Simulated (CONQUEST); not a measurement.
## Tl under changes of volume

One of the cells (28.575 Å³/atom); the others are scaled copies at fixed shape and fractional positions:

```
Tl
1.0
     3.45600    0.00000    0.00000
     0.00000    5.52500    0.00000
     0.00000    0.00000    5.98597
Tl
4
Cartesian
  0.0000 4.1438 1.9953
  1.7280 4.1438 4.9883
  0.0000 1.3813 3.9906
  1.7280 1.3813 0.9977
```

```yaml
Program: CONQUEST 1.3
Functional: PBE
Potentials_or_basis: PseudoDojo NC PBE, DZP, grid of 36 × 60 × 60 points
k_mesh: 8 × 5 × 5
Occupations: fermi-dirac, width 0.05 eV
Spin: no spin polarisation
```

```csv
volume (Å³/atom),energy over the lowest point (meV/atom),pressure (GPa),largest force (eV/Å)
26.860,81.89,7.0,0.022
27.432,59.38,5.8,0.020
28.003,?,?,?
28.575,26.20,3.7,0.016
29.146,14.66,2.9,0.015
29.718,5.98,2.1,0.013
30.289,0.00,1.3,0.012
```

**Question.** What does the run at 28.003 Å³/atom give?

**Answer.** Energy over the lowest point 40.95 meV/atom; pressure 4.6 GPa; largest force 0.016 eV/Å.

Worked out: A Birch-Murnaghan fit of order 3 (a polynomial in V^(-2/3)) to the other rows has no minimum within the range. It gives 40.99 meV/atom at 28.003 Å³/atom, against the run's 40.95, and -dE/dV = 4.6 GPa, against 4.6.

Energies are extrapolated to zero smearing.

Caveats: the basis of atomic orbitals isn't converged, which shifts pressures, moduli and gaps.
